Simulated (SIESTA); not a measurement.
**Pd in SIESTA: convergence with real-space mesh cutoff**

Input of the first run (real-space mesh cutoff 100 Ry); the others differ in this setting and in those tied to it:

Contents of run.py:

```python
from ase import Atoms
from ase.calculators.siesta import Siesta
from ase.units import Ry, GPa

atoms = Atoms(
    ['Pd'],
    cell=[
        [-1.599177, 1.54912, 1.628452],
        [1.602966, -1.50854, 1.591662],
        [1.577905, 1.487269, -1.587873],
    ],
    scaled_positions=[
        [0.012912, -0.001045, -0.01217],
    ],
    pbc=True,
)

fdf = {
    'SCFMustConverge': False,
    'OccupationFunction': 'FD',
    'ElectronicTemperature': '0.05 eV',
    'MaxSCFIterations': '120',
    'SCF.Mixer.Method': 'Pulay',
    'SCF.Mixer.Weight': '0.25',
    'SCF.Mixer.History': '8',
    'SCF.DM.Tolerance': '5.0e-05',
    'SCF.H.Tolerance': '1.0e-03 eV',
    'WriteForces': 'true',
    'Charge.Mulliken': 'end',
    'PAO.Basis': ['Pd.1 5', 'n=4 0 2', '  2.827 0.000', 'n=5 0 2', '  8.463 0.000', 'n=4 1 2', '  3.241 0.000', 'n=5 1 1', '  8.463', 'n=4 2 2', '  5.842 0.000'],
}
calc = Siesta(
    label="Pd",
    command="siesta < PREFIX.fdf > PREFIX.out",
    pseudo_path="pseudos",
    pseudo_qualifier="",
    xc=('LDA', 'PW92'),
    basis_set="DZP",
    mesh_cutoff=100 * Ry,
    energy_shift=0.003 * Ry,
    kpts=[9, 9, 9],
    spin="non-polarized",
    fdf_arguments=fdf,
)
atoms.calc = calc

print(f"energy = {atoms.get_potential_energy():.6f} eV")
free = atoms.get_potential_energy(force_consistent=True)
print(f"free energy = {free:.6f} eV")
print("forces (eV/A):")
print(atoms.get_forces(apply_constraint=False).round(6))
print("stress (GPa, Voigt order, tension positive):", (atoms.get_stress() / GPa).round(4))
```

Potentials or basis: PseudoDojo 0.4 standard (LDA files), DZP (energy shift 0.003 Ry; two zetas on semicore shells).

Launch:

```console
$ python run.py
```

The cell isn't the ideal one: cell strained at random at fixed volume.

This isn't the form of Pd at room conditions, which is fcc.

Hardware: 1 thread of Arm Neoverse V1 (shared host).

```csv
real-space mesh cutoff,"energy less the tightest run, at zero smearing (meV/atom)",SCF cycles,CPU time (s),peak memory (GiB)
100 Ry,-0.16,8,9.3,0.13
150 Ry,-0.04,8,9.9,0.14
200 Ry,0.01,8,11,0.14
300 Ry,0.00,8,12,0.15
400 Ry,0.00,8,16,0.16
500 Ry,0.00,8,17,0.17
700 Ry,0.00,8,24,0.2
900 Ry,0.00,8,35,0.25
1200 Ry,0.00,8,41,0.27
```

Against the tightest run, the energy stays within 1 meV/atom from 100 Ry on. Values are those asked for, which the program may round to a finer grid. The tightest run that finished is the yardstick and may itself not be fully converged.

Caveat, for the tightest run too: the basis of atomic orbitals isn't converged, which shifts pressures, moduli and gaps.
